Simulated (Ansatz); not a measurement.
# Molecular dynamics of BaTiO3

The input (input.yaml):

```yaml
crystal:
  lattice:
    - [5.653985, 0.0, 0.0]
    - [0.0, 6.953897, 0.0]
    - [0.0, 0.0, 21.963196]
  atoms:
    - { symbol: Ba, position: [0.0, 0.0, 0.0455307] }
    - { symbol: Ti, position: [0.5146865, 0.1549278, 0.11960731] }
    - { symbol: O, position: [0.77532149, 0.01249936, 0.15095775] }
    - { symbol: O, position: [0.5, 0.0137, 0.0467792] }
    - { symbol: O, position: [0.23800784, 0.01081884, 0.14879652] }
    - { symbol: Ba, position: [-0.00046631, 0.33155313, 0.19842855] }
    - { symbol: Ti, position: [0.0, 0.4872, 0.0455307] }
    - { symbol: O, position: [0.2458, 0.3470333, 0.0820633] }
    - { symbol: O, position: [0.47643601, 0.33003615, 0.19231299] }
    - { symbol: O, position: [0.7542, 0.3470333, 0.0820633] }
    - { symbol: Ba, position: [0.52833017, 0.67927826, 0.12538576] }
    - { symbol: Ti, position: [0.00531944, 0.85342651, 0.20237774] }
    - { symbol: O, position: [0.25674796, 0.67922618, 0.2144492] }
    - { symbol: O, position: [1.02283671, 0.67309076, 0.09429128] }
    - { symbol: O, position: [0.78255093, 0.66528632, 0.22438374] }
    - { symbol: Ba, position: [0.47684951, -0.00422703, 0.27054266] }
    - { symbol: Ti, position: [0.97691218, 0.1469637, 0.35654068] }
    - { symbol: O, position: [0.24706401, 0.01610275, 0.38117483] }
    - { symbol: O, position: [0.02610734, -0.00632587, 0.27021771] }
    - { symbol: O, position: [0.73506048, 0.00070852, 0.37823629] }
    - { symbol: Ba, position: [0.4898294, 0.32928422, 0.42576624] }
    - { symbol: Ti, position: [0.50618537, 0.48306675, 0.2715357] }
    - { symbol: O, position: [0.75425812, 0.31293935, 0.29479905] }
    - { symbol: O, position: [-0.04226926, 0.30009473, 0.41658262] }
    - { symbol: O, position: [0.26346409, 0.34120401, 0.30586333] }
    - { symbol: Ba, position: [0.99493616, 0.65227989, 0.34685099] }
    - { symbol: Ti, position: [0.48379989, 0.82073016, 0.41020085] }
    - { symbol: O, position: [0.71811779, 0.71279367, 0.44570341] }
    - { symbol: O, position: [0.50833061, 0.66099284, 0.33346619] }
    - { symbol: O, position: [0.29490689, 0.65799881, 0.44163073] }
basis:
  ecutwfc: 420.0
kpoints:
  mp_grid: { grid: [2, 1, 1] }
hamiltonian:
  xc: pbesol
  pseudopotentials: { kind: paw, azcp: { folder: soft_1 } }
scf:
  occupations: { method: fermi_dirac, width: 0.02 }
  lower_state_search: "off"
md:
  timestep: 1
  n_steps: 90
  ensemble: nve
  temperature: 1400.0
  initial_velocities: maxwell_boltzmann
  seed: 716263
  constraints: [{ sites: [0, 3, 6, 7, 9] }]
```

Launched with:

```bash
$ ansatz run input.yaml --threads 2 --pin off --max-ram 5120MiB --backend cpu --events-out ev --progress --plain --runs-dir out
```

It goes on from the last frame of an earlier run, with new velocities.

Output, in part (one step line in 4):

```
md step     0: t =     0.00 fs  T =  1400.0 K  F+E_penalty+E_count = -60154.29500119 eV  E_kin = 4.524100 eV  conserved = -60149.77090123 eV  (35 SCF iters)
md step     4: t =     4.00 fs  T =  1337.6 K  F+E_penalty+E_count = -60154.09241971 eV  E_kin = 4.322605 eV  conserved = -60149.76981446 eV  (30 SCF iters)
md step     8: t =     8.00 fs  T =  1158.6 K  F+E_penalty+E_count = -60153.51185662 eV  E_kin = 3.743884 eV  conserved = -60149.76797295 eV  (8 SCF iters)
md step    12: t =    12.00 fs  T =   993.3 K  F+E_penalty+E_count = -60152.97671810 eV  E_kin = 3.209809 eV  conserved = -60149.76690891 eV  (9 SCF iters)
md step    16: t =    16.00 fs  T =   917.9 K  F+E_penalty+E_count = -60152.73373966 eV  E_kin = 2.966311 eV  conserved = -60149.76742877 eV  (8 SCF iters)
md step    20: t =    20.00 fs  T =   901.0 K  F+E_penalty+E_count = -60152.67964872 eV  E_kin = 2.911508 eV  conserved = -60149.76814079 eV  (25 SCF iters)
md step    24: t =    24.00 fs  T =   892.3 K  F+E_penalty+E_count = -60152.65138093 eV  E_kin = 2.883524 eV  conserved = -60149.76785674 eV  (6 SCF iters)
md step    28: t =    28.00 fs  T =   902.8 K  F+E_penalty+E_count = -60152.68501064 eV  E_kin = 2.917446 eV  conserved = -60149.76756447 eV  (9 SCF iters)
md step    32: t =    32.00 fs  T =   943.5 K  F+E_penalty+E_count = -60152.81731256 eV  E_kin = 3.048829 eV  conserved = -60149.76848328 eV  (12 SCF iters)
md step    36: t =    36.00 fs  T =   955.9 K  F+E_penalty+E_count = -60152.85809188 eV  E_kin = 3.088980 eV  conserved = -60149.76911200 eV  (10 SCF iters)
md step    40: t =    40.00 fs  T =   907.9 K  F+E_penalty+E_count = -60152.70199315 eV  E_kin = 2.933925 eV  conserved = -60149.76806765 eV  (26 SCF iters)
md step    44: t =    44.00 fs  T =   865.8 K  F+E_penalty+E_count = -60152.56568324 eV  E_kin = 2.797849 eV  conserved = -60149.76783384 eV  (13 SCF iters)
md step    48: t =    48.00 fs  T =   853.0 K  F+E_penalty+E_count = -60152.52489624 eV  E_kin = 2.756628 eV  conserved = -60149.76826835 eV  (12 SCF iters)
md step    52: t =    52.00 fs  T =   843.7 K  F+E_penalty+E_count = -60152.49451338 eV  E_kin = 2.726509 eV  conserved = -60149.76800389 eV  (11 SCF iters)
md step    56: t =    56.00 fs  T =   840.5 K  F+E_penalty+E_count = -60152.48408163 eV  E_kin = 2.715932 eV  conserved = -60149.76814927 eV  (12 SCF iters)
md step    60: t =    60.00 fs  T =   830.2 K  F+E_penalty+E_count = -60152.45120623 eV  E_kin = 2.682953 eV  conserved = -60149.76825366 eV  (26 SCF iters)
md step    64: t =    64.00 fs  T =   804.7 K  F+E_penalty+E_count = -60152.36814028 eV  E_kin = 2.600276 eV  conserved = -60149.76786446 eV  (6 SCF iters)
md step    68: t =    68.00 fs  T =   787.1 K  F+E_penalty+E_count = -60152.31091946 eV  E_kin = 2.543416 eV  conserved = -60149.76750337 eV  (11 SCF iters)
md step    72: t =    72.00 fs  T =   801.7 K  F+E_penalty+E_count = -60152.35820613 eV  E_kin = 2.590639 eV  conserved = -60149.76756687 eV  (10 SCF iters)
md step    76: t =    76.00 fs  T =   845.9 K  F+E_penalty+E_count = -60152.50160996 eV  E_kin = 2.733634 eV  conserved = -60149.76797639 eV  (10 SCF iters)
md step    80: t =    80.00 fs  T =   895.2 K  F+E_penalty+E_count = -60152.66130840 eV  E_kin = 2.892903 eV  conserved = -60149.76840538 eV  (29 SCF iters)
md step    84: t =    84.00 fs  T =   929.8 K  F+E_penalty+E_count = -60152.77286321 eV  E_kin = 3.004641 eV  conserved = -60149.76822262 eV  (14 SCF iters)
md step    88: t =    88.00 fs  T =   969.7 K  F+E_penalty+E_count = -60152.90158827 eV  E_kin = 3.133590 eV  conserved = -60149.76799872 eV  (7 SCF iters)
md step    90: t =    90.00 fs  T =   999.0 K  F+E_penalty+E_count = -60152.99663067 eV  E_kin = 3.228258 eV  conserved = -60149.76837285 eV  (25 SCF iters)
```

All steps were run. The conserved energy stayed within 0.14 meV per atom of its start (net change 0.084 meV per atom), so the integration is sound. A run of 0.09 ps of so small a system gives no equilibrium averages. Limits of this set-up: coarse k mesh, thin slab, slab without dipole correction, PAW files made for another functional, a typed lattice constant that wasn't relaxed here.

Mean squared displacements from the first frame to the last: Ba 0.08 Å², Ti 0.09 Å², O 0.11 Å².

Last frame:

```xyz
30
Lattice="5.6540 0.0000 0.0000 0.0000 6.9539 0.0000 0.0000 0.0000 21.9632" Properties=species:S:1:pos:R:3
Ba 0.000 0.000 1.000
Ti 2.872 1.082 2.499
O 4.293 -0.071 3.167
O 2.827 0.095 1.027
O 1.259 -0.178 3.153
Ba -0.285 2.253 4.248
Ti 0.000 3.388 1.000
O 1.390 2.413 1.802
O 2.729 2.165 4.174
O 4.264 2.413 1.802
Ba 2.922 4.820 2.553
Ti -0.127 5.908 4.378
O 1.173 4.733 4.676
O 5.574 4.691 1.976
O 4.085 4.537 4.934
Ba 2.738 -0.261 5.782
Ti 5.470 1.138 7.585
O 1.162 -0.089 8.195
O -0.143 -0.037 5.801
O 4.080 0.133 7.906
Ba 2.595 2.122 9.131
Ti 2.571 3.174 5.820
O 3.933 2.188 6.460
O -0.469 2.337 8.792
O 1.137 2.271 6.508
Ba 5.241 4.607 7.655
Ti 2.243 5.559 9.024
O 3.734 5.480 9.908
O 2.569 4.432 7.419
O 1.396 4.355 9.705
```

The run took 21 min on 2 threads of Arm Neoverse V1, with other jobs on the host, peak memory 1.7 GiB.
